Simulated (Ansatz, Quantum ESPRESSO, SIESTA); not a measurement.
**Bi: programs and potentials compared**

```
Bi
1.0
     3.48860   -3.13258    0.00000
     3.48860    3.13258    0.00000
    -1.26023    0.00000    3.11355
Bi
2
Direct
  0.75306 0.75306 0.85738
  0.24694 0.24694 0.14262
```

This isn't the form of Bi at room conditions, which is rhombohedral.

Alike in all runs: task band structure; functional PBEsol; k mesh 6 × 6 × 9; occupations fermi-dirac, width 0.05 eV; no spin polarisation; no spin-orbit coupling. Pressure is positive in compression and, in plane waves, holds the error of the finite cutoff, which Ansatz's Pulay term estimates and takes out.

```csv
program and potentials,plane-wave cutoff (eV),notes,pressure (GPa),largest force (eV/Å)
"SIESTA, files PseudoDojo sr-pbesol-0.4.1-standard, DZP (energy shift 0.003 Ry; two zetas on semicore shells)",-,atomic basis,-1.89,0.029
"Quantum ESPRESSO, PseudoDojo 0.4.1 SR PBEsol standard",898,-,-2.46,0.052
"Ansatz, PAW datasets made for the crystal",260,-,-2.44,0.059
"Ansatz, all-electron LAPW, scalar-relativistic",-,-,-2.44,0.059
```

Force on atom 1 (Bi), eV/Å:

| program and potentials | x | y | z |
| --- | --- | --- | --- |
| SIESTA, files PseudoDojo sr-pbesol-0.4.1-standard, DZP (energy shift 0.003 Ry; two zetas on semicore shells) | 0.022 | 0.000 | 0.019 |
| Quantum ESPRESSO, PseudoDojo 0.4.1 SR PBEsol standard | 0.046 | 0.000 | 0.025 |
| Ansatz, PAW datasets made for the crystal | 0.052 | 0.000 | 0.028 |
| Ansatz, all-electron LAPW, scalar-relativistic | 0.052 | 0.000 | 0.028 |

The pressure spans -2.46 (Quantum ESPRESSO, PseudoDojo 0.4.1 SR PBEsol standard) to -1.89 GPa (SIESTA, files PseudoDojo sr-pbesol-0.4.1-standard, DZP (energy shift 0.003 Ry; two zetas on semicore shells)), with all-electron results at -2.44. Rows in atomic bases carry the error of their basis and grid, which can be large.

Differences between rows come from potentials, basis sets and numerical settings, since the functional is the same but for its coding. Runs on potential files found faulty are left out.
